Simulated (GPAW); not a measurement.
SnTe: dielectric tensor with PBE

**The experiment to reproduce.**

A printed reference work, textbook reports, for a bulk crystal of SnTe at 300 K: band gap 0.18 eV (direct).

SnTe:

```xyz
2
Lattice="0.0000 3.1923 3.1923 3.1923 0.0000 3.1923 3.1923 3.1923 0.0000" Properties=species:S:1:pos:R:3 pbc="T T T"
Te    3.1923    3.1923    3.1923
Sn    0.0000    0.0000    0.0000
```

* Program: GPAW 26.7.0
* Task: dielectric tensor
* Functional: PBE
* Potentials or basis: GPAW PAW data sets (gpaw-data 1.2.1)
* Cutoff: 450 eV
* Basis: pw
* k mesh: 6 × 6 × 6
* Occupations: fermi-dirac, width 0.001 eV
* Spin: no spin polarisation
* Response ecut: 80 eV
* Maxiter: 150
* Response k mesh: 18 × 18 × 18
* Response bands: 30
* Kernels: ["RPA"]
* Coarser k mesh: 18 × 18 × 18

```yaml
Band_gap_on_the_k_mesh: 0.01 eV, direct
Electronic_dielectric_tensor_diagonal: 23469.91
```

Electronic dielectric tensor:
```
23469.91     0.00     0.00
    0.00 23469.91     0.00
    0.00     0.00 23469.91
```

Wall time 4.7 min on 1 thread of Arm Neoverse V1 (shared host), peak memory 0.52 GiB.

Against the measured gap of SnTe, 0.18 eV (direct; 300 K; a printed reference work, textbook), the calculated 0.01 eV is off by -0.17 eV. Spin-orbit coupling on Sn, Te is left out. The value is that of PBE on a finite k mesh, which can miss the band edges, without temperature or zero-point motion. Semilocal functionals fall short of measured gaps as a rule.

Caveat: the gap is small at this level, which inflates the dielectric constant; the long-wavelength limit can be off by a per cent or two; spin-orbit coupling is left out, which moves the levels of the heavy elements.
